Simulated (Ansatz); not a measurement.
# Al (hP4 type): a single-point run

Wanted: a converged single-point run for Al (hP4 type), and a check of what comes out. The structure is shown as the input types it.

Program: Ansatz 0.2.0. Level of theory: DFT, PBE, all-electron LAPW, scalar-relativistic. These are calculated values, not measurements.

1 further run of the same task is left out (it didn't finish).

## 1. The structure to begin with

It takes space group P6_3/mmc (No. 194, hexagonal). The conventional cell has a = 4.193 Å, b = 4.193 Å, c = 5.272 Å, α = 90.00°, β = 90.00°, γ = 120.00°. Al (site symmetry -3m) is surrounded by 8 Al at 2.64 to 2.76 Å. Al (site symmetry -6m2) is surrounded by 6 Al at 2.76 Å.

Structure file:

```cif
data_structure
_symmetry_space_group_name_H-M 'P6_3/mmc'
_symmetry_Int_Tables_number 194
_cell_length_a 4.1930
_cell_length_b 4.1930
_cell_length_c 5.2720
_cell_angle_alpha 90.000
_cell_angle_beta 90.000
_cell_angle_gamma 120.000
_cell_volume 80.27
loop_
_atom_site_label
_atom_site_type_symbol
_atom_site_symmetry_multiplicity
_atom_site_Wyckoff_symbol
_atom_site_fract_x
_atom_site_fract_y
_atom_site_fract_z
_atom_site_occupancy
Al1 Al 2 a 0.00000 0.00000 0.00000 1
Al2 Al 2 c 0.33333 0.66667 0.25000 1
```

## 2. The run

The input, input.yaml:

```yaml
crystal:
  lattice:
    - [4.1929766563, 0.0, 0.0]
    - [-2.0964883281, 3.6312243018, 0.0]
    - [0.0, 0.0, 5.27195954]
  atoms:
    - { symbol: Al, position: [0.0, 0.0, 0.0] }
    - { symbol: Al, position: [0.0, 0.0, 0.5] }
    - { symbol: Al, position: [0.3333333333, 0.6666666667, 0.25] }
    - { symbol: Al, position: [0.6666666667, 0.3333333333, 0.75] }
kpoints:
  mp_grid: { grid: [10, 10, 7] }
  band_path:
    path:
      - [0.0, 0.0, 0.0]
      - [0.5, 0.0, 0.0]
      - [0.3333333333, 0.3333333333, 0.0]
      - [0.0, 0.0, 0.0]
      - [0.0, 0.0, 0.5]
      - [0.5, 0.0, 0.5]
      - [0.3333333333, 0.3333333333, 0.5]
      - [0.0, 0.0, 0.5]
      - [0.5, 0.0, 0.5]
    npoints: 14
scf:
  occupations: { method: fermi_dirac, width: 0.05 }
  mixing: { algorithm: anderson, beta: 0.005, ndim: 1 }
  max_iter: 80
hamiltonian:
  xc: pbe
  pseudopotentials: { kind: all_electron, lapw: { basis_error: 0.001 } }
output:
  forces: true
  stress: true
  eigenvalues: true
  populations: true
```

The run is started by

```console
$ ansatz run input.yaml --threads 1 --pin off --max-ram 3072MiB --backend cpu --events-out ev --progress --plain --runs-dir out
```

Q: Will this input give a usable result? If not, why, and what should change?

The program finished normally. That alone doesn't make the input a sound one.

The suspect setting: scf.mixing.algorithm is anderson; scf.mixing.beta is 0.005; scf.mixing.ndim is 1. What could go wrong: mixing too weak. The residual crept for many cycles and then fell at once, which so weak a step can't do by itself: the program changed its mixing. Several mixing settings were changed at once, so this run can't tell how much each is to blame.

The test: delete scf.mixing.algorithm, scf.mixing.beta and scf.mixing.ndim (the default then holds).
